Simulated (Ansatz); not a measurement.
Nb in Ansatz: the effect of functional

The system is Nb.

```
Nb
1.0
     0.00000    2.10080    2.10080
     2.10080    0.00000    2.10080
     2.10080    2.10080    0.00000
Nb
1
Cartesian
  0.0000 0.0000 0.0000
```

This isn't the form of Nb at room conditions, which is bcc.

The cell isn't the ideal one: volume scaled by 0.98.

Alike in all runs:

```yaml
Program: Ansatz 0.2.0
Task: single point
Potentials_or_basis: Ansatz PAW
k_mesh: 11 × 11 × 11
Occupations: fermi-dirac, width 0.05 eV
Spin: no spin polarisation
```

Task: One run gave: pressure -4.3 GPa. Which functional did it use?
A. LDA
B. PBEsol
C. r2SCAN

Result: B.

```csv
functional,cutoff,pressure (GPa)
LDA,420 eV (not typed: the program's choice for these potentials),-8.0
PBEsol,420 eV (not typed: the program's choice for these potentials),-4.3
r2SCAN,500 eV (not typed: the program's choice for these potentials),0.8
```

Caveats: the PAW data sets come from PBE, with cores solved anew for the run's functional, which leaves a small shift of forces and pressure.
